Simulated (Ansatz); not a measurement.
# Sn: which structure wins at one pressure

Which of bcc, hcp, beta tin, dhcp, diamond has the lowest enthalpy for Sn at one common pressure? Methods of the runs shown: PAW.

Method: DFT, PBE, PAW with Ansatz's default frozen-core files, scalar-relativistic, in Ansatz 0.2.0.

**1. The starting structure**

It takes space group Im-3m (No. 229, cubic). The conventional cell has a = 3.826 Å, b = 3.826 Å, c = 3.826 Å, α = 90.00°, β = 90.00°, γ = 90.00°. Sn (site symmetry m-3m) has 8 Sn at 3.31 Å as nearest neighbours.

Structure file:

```xyz
1
Lattice="-1.9129 1.9129 1.9129 1.9129 -1.9129 1.9129 1.9129 1.9129 -1.9129" Properties=species:S:1:pos:R:3 pbc="T T T"
Sn    0.0000    0.0000    0.0000
```

**2. Cell relaxed at zero pressure, PAW**

The input, input.yaml:

```yaml
crystal:
  lattice:
    - [-1.9129311828, 1.9129311828, 1.9129311828]
    - [1.9129311828, -1.9129311828, 1.9129311828]
    - [1.9129311828, 1.9129311828, -1.9129311828]
  atoms:
    - { symbol: Sn, position: [0.0, 0.0, 0.0] }
kpoints:
  mp_grid: { grid: [14, 14, 14] }
scf:
  occupations: { method: fermi_dirac, width: 0.05 }
hamiltonian:
  xc: pbe
  pseudopotentials: { kind: paw }
output:
  forces: true
  stress: true
relax:
  f_tol: 0.005
  max_steps: 40
  cell: {}
```

Command:

```console
> ansatz run input.yaml --threads 1 --pin off --max-ram 3584MiB --backend cpu --events-out ev --progress --plain --runs-dir out
```

Further steps of the session: Volume scaled by 0.973, to set the pressure, PAW; Bcc relaxed under pressure, PAW; Hcp relaxed under pressure, PAW; Beta tin relaxed under pressure, PAW; Dhcp relaxed under pressure, PAW; Diamond relaxed under pressure, PAW.

Q: Predict the outcome of this session. Wanted: pressure; lowest.

The runs gave:

| quantity | value |
| --- | --- |
| pressure | 1.4 GPa |
| lowest (PAW) | beta tin, 7.5 meV/atom under dhcp |

By PAW the order is beta tin < dhcp < hcp < bcc < diamond. Only these structures were tried, with electrons smeared by 0.05 eV and without vibrations, so the true ground state may be another. The k meshes differ between phases and weren't tested, which can move differences by some meV.
